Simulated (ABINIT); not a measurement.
# GaN (F-43m) in ABINIT: a series of runs

Aim: see how the results for GaN move with the level of theory and the settings. Levels: PBE, PW91, OLYP. Tasks: band structure, equation of state.

Program: ABINIT 10.8.3 (patched build). These are calculated values, not measurements. Logs are shortened: lines on timing, memory, paths and dates and some standing lists are left out, and cuts for length are marked. The log counts tension as positive stress, the text compression.

**Measured values to compare with.**

A printed reference work, textbook reports, for a bulk crystal of GaN at 0 K: band gap 3.299 eV (direct).

The results are compared with them further down.

### Step 1. The structure

The structure is cubic, space group F-43m (No. 216). Conventional cell: a = 4.507 Å, b = 4.507 Å, c = 4.507 Å, α = 90.00°, β = 90.00°, γ = 90.00°. Ga (site symmetry -43m) is surrounded by 4 N at 1.95 Å. Around N (site symmetry -43m) lie 4 Ga at 1.95 Å.

The cell is a database's computed one.

### Step 2. Band structure, PBE

run.abi

```
# Datasets: ground state, then fixed potential
ndtset 2

# Pseudopotentials
pp_dirpath "./"
pseudos "Ga.upf, N.upf"

# Structure
acell 3.1869311219 3.1869311219 3.1869311219 Angstrom
rprim
     0.0000000000     0.7071067812     0.7071067812
     0.7071067812     0.0000000000     0.7071067812
     0.7071067812     0.7071067812     0.0000000000
ntypat 2
znucl 31 7
natom 2
typat 1 2
xred
     0.0000000000     0.0000000000     0.0000000000
     0.2500000000     0.2500000000     0.2500000000

# Plane-wave basis
ecut 1551.049016 eV

# Exchange and correlation
ixc 11

# Bands and occupations
occopt 3
tsmear 0.00183747

# SCF cycle
nstep 100

# Output
iomode 3
prtwf 0
prteig 0
prtebands 0
enunit 1
prtden1 1
prtvha1 1
prtvclmb1 1
prtpot1 1
prtelf1 1

# Dataset 1
kptopt1 1
ngkpt1 10 10 10
nshiftk1 1
shiftk1 0.0 0.0 0.0
nband1 17
tolvrs1 1.0e-10

# Dataset 2: bands along G-X-W-K-G-L-U-W-L-K
iscf2 -2
getden2 1
nband2 23
nbdbuf2 4
tolwfr2 1.0e-11
kptopt2 -9
ndivsm2 6
prteig2 1
prtvol2 -3
kptbounds2
     0.0000000000     0.0000000000     0.0000000000
     0.5000000000     0.0000000000     0.5000000000
     0.5000000000     0.2500000000     0.7500000000
     0.3750000000     0.3750000000     0.7500000000
     0.0000000000     0.0000000000     0.0000000000
     0.5000000000     0.5000000000     0.5000000000
     0.6250000000     0.2500000000     0.6250000000
     0.5000000000     0.2500000000     0.7500000000
     0.5000000000     0.5000000000     0.5000000000
     0.3750000000     0.3750000000     0.7500000000
```

Potentials or basis: PseudoDojo NC SR PBE v0.4 stringent.

On the command line:

```
> abinit run.abi > log 2>&1
```

run.abo:

```text
.Version 10.8.3 of ABINIT
 DATASET    1 : space group F-4 3 m (#216); Bravais cF (face-center cubic)
================================================================================
 Values of the parameters that define the memory need for DATASET  1.
     intxc =       0    ionmov =       0      iscf =       7    lmnmax =       6
     lnmax =       6     mgfft =      45  mpssoang =       3    mqgrid =    3001
     natom =       2  nloc_mem =       1    nspden =       1   nspinor =       1
    nsppol =       1      nsym =      24    n1xccc =    2501    ntypat =       2
    occopt =       3   xclevel =       2
       mpw =        3188          nfft =       91125          nkpt =          47
================================================================================
================================================================================

 DATASET    2 : space group F-4 3 m (#216); Bravais cF (face-center cubic)
================================================================================
 Values of the parameters that define the memory need for DATASET  2.
     intxc =       0    ionmov =       0      iscf =      -2    lmnmax =       6
     lnmax =       6     mgfft =      45  mpssoang =       3    mqgrid =    3001
     natom =       2  nloc_mem =       1    nspden =       1   nspinor =       1
    nsppol =       1      nsym =      24    n1xccc =    2501    ntypat =       2
    occopt =       3   xclevel =       2
       mpw =        3206          nfft =       91125          nkpt =         103
================================================================================
================================================================================

--------------------------------------------------------------------------------
------------- Echo of variables that govern the present computation ------------
--------------------------------------------------------------------------------
 -outvars: echo values of preprocessed input variables --------
            acell      6.0224270025E+00  6.0224270025E+00  6.0224270025E+00 Bohr
              amu      6.97230000E+01  1.40067400E+01
             ecut      5.70000000E+01 Hartree
           enunit           1
           getden1          0
           getden2          1
             iscf1          7
             iscf2         -2
              ixc          11
           jdtset        1    2
           kptopt1          1
           kptopt2         -9
         kptrlatt       10    0    0      0   10    0      0    0   10
          kptrlen1     6.02242700E+01
          kptrlen2     3.00000000E+01
            natom           2
            nband1         17
            nband2         23
           nbdbuf1          0
           nbdbuf2          4
           ndtset           2
           ndivsm1          0
           ndivsm2          6
            ngfft          45      45      45
             nkpt1         47
             nkpt2        103
            nstep         100
             nsym          24
           ntypat           2
           occopt           3
        prtebands           0
           prteig1          0
           prteig2          1
           prtelf1          1
           prtelf2          0
           prtpot1          1
           prtpot2          0
         prtvclmb1          1
         prtvclmb2          0
           prtvha1          1
           prtvha2          0
           prtvol1          0
           prtvol2         -3
            prtwf           0
[... 229 lines left out ...]
================================================================================
 Non-SCF case, kpt    1 (  0.00000  0.00000  0.00000), residuals and eigenvalues=
  9.49E-12  5.68E-12  1.84E-12  5.62E-12  5.38E-12  5.92E-12  5.12E-12  6.07E-12
  4.52E-12  2.70E-12  6.66E-12  6.53E-12  2.83E-12  3.05E-12  9.72E-12  1.13E-12
  3.09E-12  8.48E-12  6.86E-12  5.10E-12  2.82E-10  3.65E-11  7.80E-09
 -4.9690E+00 -3.1589E+00 -3.1589E+00 -3.1589E+00 -3.3237E-01 -2.4449E-01
 -2.4449E-01 -2.4449E-01 -2.3310E-01 -2.3310E-01  2.5211E-01  2.5211E-01
  2.5211E-01  3.1655E-01  6.3294E-01  6.3294E-01  6.3294E-01  9.0009E-01
  9.4372E-01  9.4372E-01  9.4372E-01  9.7947E-01  9.7947E-01
 Non-SCF case, kpt    2 (  0.02941  0.00000  0.02941), residuals and eigenvalues=
  9.89E-12  2.93E-12  4.56E-12  3.42E-12  1.98E-12  8.46E-12  9.59E-12  4.65E-12
  3.96E-12  3.73E-12  7.26E-12  6.06E-12  6.51E-12  2.92E-12  2.40E-12  2.97E-12
  6.55E-12  3.76E-12  9.01E-12  2.22E-12  5.51E-12  1.13E-10  5.55E-11
 -4.9690E+00 -3.1589E+00 -3.1589E+00 -3.1589E+00 -3.3189E-01 -2.4441E-01
 -2.4441E-01 -2.4438E-01 -2.3314E-01 -2.3308E-01  2.4677E-01  2.5105E-01
[... 796 lines left out ...]
  1.46E-12  3.52E-12  8.89E-12  4.82E-12  5.68E-12  2.73E-12  9.25E-12  1.64E-12
  1.93E-12  2.18E-12  9.19E-12  5.26E-10  9.46E-10  1.33E-07  7.43E-07
 -4.9690E+00 -3.1589E+00 -3.1589E+00 -3.1589E+00 -2.9513E-01 -2.4039E-01
 -2.3568E-01 -2.3509E-01 -2.3184E-01 -1.6482E-01  3.6519E-02  9.6295E-02
  1.7673E-01  4.4544E-01  5.4311E-01  6.5170E-01  7.1728E-01  7.6264E-01
  9.8954E-01  1.0943E+00  1.1453E+00  1.2103E+00  1.2480E+00
 Non-SCF case, kpt  103 (  0.37500  0.37500  0.75000), residuals and eigenvalues=
  1.97E-12  6.50E-12  1.42E-12  2.08E-12  2.70E-12  2.37E-12  8.18E-12  3.95E-12
  3.14E-12  2.45E-12  1.20E-12  1.24E-12  1.26E-12  2.06E-12  7.25E-13  1.54E-12
  1.44E-12  6.64E-12  5.44E-12  1.24E-10  5.38E-11  4.80E-09  4.16E-08
 -4.9690E+00 -3.1589E+00 -3.1589E+00 -3.1589E+00 -2.9489E-01 -2.4038E-01
 -2.3523E-01 -2.3518E-01 -2.3168E-01 -1.6383E-01  3.7222E-02  9.6381E-02
  1.7265E-01  4.3671E-01  5.4177E-01  6.5912E-01  7.2468E-01  7.5279E-01
  1.0066E+00  1.0943E+00  1.1571E+00  1.2061E+00  1.2610E+00

--- !ResultsGS
iteration_state: {dtset: 2, }
comment   : Summary of ground state results
lattice_vectors:
- [  0.0000000,   4.2584990,   4.2584990, ]
- [  4.2584990,   0.0000000,   4.2584990, ]
- [  4.2584990,   4.2584990,   0.0000000, ]
lattice_lengths: [   6.02243,    6.02243,    6.02243, ]
lattice_angles: [ 60.000,  60.000,  60.000, ] # degrees, (23, 13, 12)
lattice_volume:   1.5445417E+02
convergence: {deltae:  0.000E+00, res2:  0.000E+00, residm:  1.000E-11, diffor:  0.000E+00, }
etotal    :  -2.58736789E+02
entropy   :   0.00000000E+00
fermie    :   2.85964028E-01
cartesian_stress_tensor: null
pressure_GPa: null
xred      :
- [  0.0000E+00,   0.0000E+00,   0.0000E+00, Ga]
- [  2.5000E-01,   2.5000E-01,   2.5000E-01,  N]
cartesian_forces: null
force_length_stats: {min: null, max: null, mean: null, }
...

 Integrated electronic density in atomic spheres:
 ------------------------------------------------
 Atom  Sphere_radius  Integrated_density
    1        2.00000         18.90040334
    2        2.00000          5.25229815
================================================================================

 ----iterations are completed or convergence reached----

 Mean square residual over all n,k,spin=   43.914E-13; max=  99.999E-13
 reduced coordinates (array xred) for    2 atoms
       0.000000000000      0.000000000000      0.000000000000
       0.250000000000      0.250000000000      0.250000000000

 cartesian coordinates (angstrom) at end:
    1      0.00000000000000     0.00000000000000     0.00000000000000
    2      1.12675030375641     1.12675030375641     1.12675030375641
 length scales=  6.022427002523  6.022427002523  6.022427002523 bohr
              =  3.186931121900  3.186931121900  3.186931121900 angstroms
 Eigenvalues (   eV  ) for nkpt= 103  k points:
 kpt#   1, nband= 23, wtk=  1.00000, kpt=  0.0000  0.0000  0.0000 (reduced coord)
-135.21332  -85.95815  -85.95815  -85.95815   -9.04418   -6.65288   -6.65288   -6.65288
  -6.34294   -6.34294    6.86014    6.86014    6.86014    8.61364   17.22320   17.22320
  17.22320   24.49278   25.67982   25.67982   25.67982   26.65273   26.65273
 kpt#   2, nband= 23, wtk=  1.00000, kpt=  0.0294  0.0000  0.0294 (reduced coord)
-135.21331  -85.95816  -85.95815  -85.95815   -9.03120   -6.65062   -6.65062   -6.64986
  -6.34396   -6.34229    6.71498    6.83137    6.83137    8.76317   17.13784   17.25216
  17.25216   24.53406   25.03837   25.74041   25.74041   26.67349   27.23332
 kpt#   3, nband= 23, wtk=  1.00000, kpt=  0.0588  0.0000  0.0588 (reduced coord)
-135.21331  -85.95820  -85.95817  -85.95817   -8.99284   -6.64393   -6.64393   -6.64048
  -6.34685   -6.34039    6.37330    6.74696    6.74696    9.11628   16.89885   17.33762
  17.33762   23.76822   25.08679   25.92140   25.92140   26.73578   27.84630
 kpt#   4, nband= 23, wtk=  1.00000, kpt=  0.0882  0.0000  0.0882 (reduced coord)
-135.21331  -85.95826  -85.95820  -85.95820   -8.93084   -6.63292   -6.63292   -6.62374
  -6.35100   -6.33730    5.95155    6.61238    6.61238    9.55150   16.54659   17.47563
  17.47563   22.70273   25.63767   26.22064   26.22064   26.83964   28.22783
 kpt#   5, nband= 23, wtk=  1.00000, kpt=  0.1176  0.0000  0.1176 (reduced coord)
[... 381 lines left out ...]
  -6.30903   -4.63222    0.70522    3.18623    5.09560   12.67161   14.54957   17.32086
  18.94775   21.68981   26.34686   28.75674   30.40164   32.81481   33.76777
 kpt# 101, nband= 23, wtk=  1.00000, kpt=  0.4000  0.4000  0.7000 (reduced coord)
-135.21323  -85.95932  -85.95901  -85.95859   -8.04207   -6.54324   -6.43167   -6.39180
  -6.30999   -4.54827    0.88185    2.82383    4.94387   12.39102   14.71707   17.50194
  19.25723   21.16988   26.57727   29.50892   30.67605   32.93236   33.80646
 kpt# 102, nband= 23, wtk=  1.00000, kpt=  0.3875  0.3875  0.7250 (reduced coord)
-135.21322  -85.95931  -85.95905  -85.95863   -8.03082   -6.54125   -6.41324   -6.39712
  -6.30863   -4.48503    0.99372    2.62033    4.80919   12.12093   14.77879   17.73372
  19.51832   20.75248   26.92663   29.77652   31.16557   32.93419   33.96010
 kpt# 103, nband= 23, wtk=  1.00000, kpt=  0.3750  0.3750  0.7500 (reduced coord)
-135.21322  -85.95934  -85.95904  -85.95865   -8.02449   -6.54107   -6.40088   -6.39944
  -6.30423   -4.45804    1.01286    2.62266    4.69792   11.88336   14.74236   17.93567
  19.71953   20.48436   27.39176   29.77653   31.48608   32.82009   34.31328

== END DATASET(S) ==============================================================
================================================================================

 -outvars: echo values of variables after computation  --------
            acell      6.0224270025E+00  6.0224270025E+00  6.0224270025E+00 Bohr
           etotal1    -2.5873678931E+02
            fcart1    -1.2547185989E-28 -1.2547185989E-28  3.7641557968E-28
                       1.2547185989E-28  1.2547185989E-28 -3.7641557968E-28
            rprim      0.0000000000E+00  7.0710678120E-01  7.0710678120E-01
                       7.0710678120E-01  0.0000000000E+00  7.0710678120E-01
                       7.0710678120E-01  7.0710678120E-01  0.0000000000E+00
           strten1    -1.5723680194E-04 -1.5723680194E-04 -1.5723680194E-04
                       0.0000000000E+00  0.0000000000E+00  0.0000000000E+00
           xangst      0.0000000000E+00  0.0000000000E+00  0.0000000000E+00
                       1.1267503038E+00  1.1267503038E+00  1.1267503038E+00
             xred      0.0000000000E+00  0.0000000000E+00  0.0000000000E+00
                       2.5000000000E-01  2.5000000000E-01  2.5000000000E-01
 Calculation completed.
```

Wall time 3.2 min (1 thread of Arm Neoverse V2, shared host); peak memory 0.19 GiB.

Results:

| Quantity | Value |
| --- | --- |
| Free energy | -7040.5867 eV |
| Pressure | 4.6 GPa |
| Band gap on the k mesh | 1.75 eV, direct |
| Band gap along the path | 1.75 eV, direct |
| Valence electrons inside the program's atomic spheres | Ga 18.90; N 5.25 |

Levels at the corners of the path, in eV from the valence-band top:
| point | band 10 | band 11 | band 12 | band 13 | band 14 | band 15 | band 16 | band 17 |
| --- | --- | --- | --- | --- | --- | --- | --- | --- |
| Γ | -13.20 | 0.00 | 0.00 | 0.00 | 1.75 | 10.36 | 10.36 | 10.36 |
| X | -11.48 | -6.11 | -2.69 | -2.69 | 3.38 | 6.70 | 11.71 | 13.97 |
| W | -11.20 | -5.68 | -3.68 | -3.62 | 6.23 | 8.40 | 10.30 | 11.13 |
| K | -11.32 | -5.85 | -4.24 | -2.16 | 5.02 | 7.88 | 11.08 | 12.86 |
| Γ | -13.20 | 0.00 | 0.00 | 0.00 | 1.75 | 10.36 | 10.36 | 10.36 |
| L | -11.92 | -7.02 | -0.96 | -0.96 | 4.67 | 8.73 | 10.41 | 10.41 |
| U | -11.32 | -5.85 | -4.24 | -2.16 | 5.02 | 7.88 | 11.08 | 12.86 |
| W | -11.20 | -5.68 | -3.68 | -3.62 | 6.23 | 8.40 | 10.30 | 11.13 |
| L | -11.92 | -7.02 | -0.96 | -0.96 | 4.67 | 8.73 | 10.41 | 10.41 |
| K | -11.32 | -5.85 | -4.24 | -2.16 | 5.02 | 7.88 | 11.08 | 12.86 |

### Step 3. Equation of state, PW91

run.abi

```
# Datasets: one volume each
ndtset 7
getwfk -1
scalecart1 3*0.9795861087
scalecart2 3*0.9864848297
scalecart3 3*0.9932883884
scalecart4 3*1.0000000000
scalecart5 3*1.0066227096
scalecart6 3*1.0131594038
scalecart7 3*1.0196128224

# Pseudopotentials
pp_dirpath "./"
pseudos "Ga.upf, N.upf"

# Structure
acell 6.0224269985 6.0224269985 6.0224269985
rprim
     0.0000000000     0.7071067812     0.7071067812
     0.7071067812     0.0000000000     0.7071067812
     0.7071067812     0.7071067812     0.0000000000
ntypat 2
znucl 31 7
natom 2
typat 1 2
xred
     0.0000000000     0.0000000000     0.0000000000
     0.2500000000     0.2500000000     0.2500000000

# Plane-wave basis
ecut 42.0

# k points
kptopt 1
ngkpt 10 10 10
nshiftk 1
shiftk 0.0 0.0 0.0

# Exchange and correlation
ixc -109134

# Bands and occupations
nband 13
occopt 3
tsmear 0.05 eV

# SCF cycle
nstep 100
tolvrs 1.0e-10

# Output
iomode 3
prtwf 1
prtden 0
prteig 0
prtebands 0
```

Potentials or basis: PseudoDojo NC SR PBE v0.4.1 standard.

On the command line:

```
> abinit run.abi > log 2>&1
```

Run time: 3 min. Hardware: 1 thread of Arm Neoverse V2, shared host; peak memory 0.12 GiB.

Results (log left out):

- Equilibrium volume: 11.75 Å³/atom
- Bulk modulus: 173 GPa
- Pressure derivative of the bulk modulus: 4.4

Energy against volume, from the lowest point:
| volume (Å³/atom) | energy (meV/atom) |
| --- | --- |
| 10.757 | 53.07 |
| 10.986 | 30.18 |
| 11.215 | 14.15 |
| 11.444 | 4.30 |
| 11.673 | 0.00 |
| 11.902 | 0.70 |
| 12.131 | 5.90 |

Caveat: pressures at fixed basis lie under the slope of the energies; the potentials were made for another functional, which shifts forces and pressure.

(Continued in part 2 of 2.)
